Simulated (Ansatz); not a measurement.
# Zinc, omega (AlB2-type) under PBE: structure, energy and stiffness

What does PBE give for zinc in the omega (AlB2-type) structure? We relax it, solve it on a dense k-mesh, then scale the cell to 7 volumes from 88 to 112 % of the relaxed one and try a fit of the equation of state. Spin polarisation is left out. The k-meshes are 8×8×12 for the relaxation; 11×11×15 for the dense run; 11×11×15 for the volumes.

Method: DFT PBE, plane waves (420 eV) with PAW, scalar-relativistic, in Ansatz 0.2.0.

### 1 The starting structure

It takes space group P6/mmm (No. 191, hexagonal). Conventional cell: a = 4.413 Å, b = 4.413 Å, c = 2.705 Å, α = 90.00°, β = 90.00°, γ = 120.00°. Zn (site symmetry 6/mmm) has 14 Zn at 2.71 to 2.88 Å as nearest neighbours. Zn (site symmetry -6m2) is surrounded by 11 Zn at 2.55 to 2.88 Å.

As a file:

```cif
data_structure
_symmetry_space_group_name_H-M 'P6/mmm'
_symmetry_Int_Tables_number 191
_cell_length_a 4.4132
_cell_length_b 4.4132
_cell_length_c 2.7053
_cell_angle_alpha 90.000
_cell_angle_beta 90.000
_cell_angle_gamma 120.000
_cell_volume 45.63
loop_
_atom_site_label
_atom_site_type_symbol
_atom_site_symmetry_multiplicity
_atom_site_Wyckoff_symbol
_atom_site_fract_x
_atom_site_fract_y
_atom_site_fract_z
_atom_site_occupancy
Zn1 Zn 1 a 0.00000 0.00000 0.00000 1
Zn2 Zn 2 d 0.33333 0.66667 0.50000 1
```

### 2 Relaxing cell and atoms

input.yaml

```yaml
crystal:
  lattice:
    - [4.4132478742, 0.0, 0.0]
    - [-2.2066239371, 3.8219847722, 0.0]
    - [0.0, 0.0, 2.7053209469]
  atoms:
    - { symbol: Zn, position: [0.0, 0.0, 0.0] }
    - { symbol: Zn, position: [0.3333333333, 0.6666666667, 0.5] }
    - { symbol: Zn, position: [0.6666666667, 0.3333333333, 0.5] }
hamiltonian:
  xc: pbe
  pseudopotentials:
    kind: paw
    azcp:
      Zn: "pseudopotentials/Zn.paw.azcp"
basis:
  ecutwfc: 420
  fft_grid_basis: typed
kpoints:
  mp_grid: { grid: [8, 8, 12], shift: [0, 0, 0] }
magnetization:
  spin_polarized: false
scf:
  occupations: { method: fermi_dirac, width: 0.1 }
relax:
  max_steps: 60
  f_tol: 0.01
  cell: {}
```

The runs that follow: Single point on a dense mesh; Volume × 0.88; Volume × 0.92; Volume × 0.96; Volume × 1.0; Volume × 1.04; Volume × 1.08; Volume × 1.12.

Q: Predict the outcome of this session. Wanted: space group; conventional cell; volume; shortest distance; gap on the mesh; relative to hcp; V₀, B₀, B₀′.

The runs gave:

| quantity | value |
| --- | --- |
| space group (spins left aside) | P6/mmm (No. 191) |
| conventional cell | a = 4.484 Å, c = 2.686 Å (c/a = 0.599) |
| volume | 15.592 Å³/atom |
| shortest distance | 2.589 Å |
| gap on the mesh | none (levels filled in part) |
| relative to hcp | +97 meV/atom |
| V₀, B₀, B₀′ | 15.580 Å³/atom, 63 GPa, 5.6 |

What this shows: From the guessed start the volume grew by 2.5 % in 8 steps. It lies 97 meV/atom above the element's reference form at the same level (hcp, from a run of its own). Levels at the Fermi energy are filled in part, as in a metal. The fitted modulus is 63 GPa; letting shape and positions relax at each volume could only lower it. Relaxation kept the symmetry; phonons were not checked.
